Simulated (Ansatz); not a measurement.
**HfB2: a fit and a missing row**

HfB2, P6/mmm, a = 3.145 Å, c = 3.486 Å. The structure is a COD entry; whether it is the stable form wasn't checked. Ansatz: PBE, PAW, 420 eV, Γ-centred 18×18×12 mesh on 3 atoms, Gaussian smearing 0.10 eV; no spin polarisation. Shape and atoms are relaxed at each volume; pressure is positive in compression.

```
V (Å³/atom) P (GPa)
      9.360    17.33
      9.659     8.03
      9.957     0.01
     10.256        ?
     10.555   -12.88
```

Question: Take V0 = 9.957 Å³/atom, count pressures from its P0 = 0.01 GPa, fit the third-order Birch–Murnaghan form to the other rows, and predict the missing pressure.

Answer: With the Eulerian strain f = ½[(V0/V)^(2/3) − 1] and y = (P − P0)/[3f(1 + 2f)^(5/2)], the form is the line y = B0 + 1.5 B0 (B0′ − 4) f. Rows (f, y): 0.02104, 247.5; 0.01023, 248.4; -0.01907, 248.3. Means f = 0.004067, y = 248.07; Σ(Δf)² = 0.0008614, ΣΔfΔy = -0.01296; the slope is their ratio. y = 248.1 − 15.05 f GPa, so B0 = 248.1 GPa and B0′ = 4 + 2 × (-15.05)/(3 × 248.1) = 3.96. At V = 10.256, f = -0.00977, y = 248.25 and P = -6.92 GPa. The run gave -6.91 GPa, so the fit is 0.01 GPa too low, within the rms miss on the fitted rows (0.01 GPa).

Spin–orbit coupling is left out, which can shift energies with elements as heavy as these.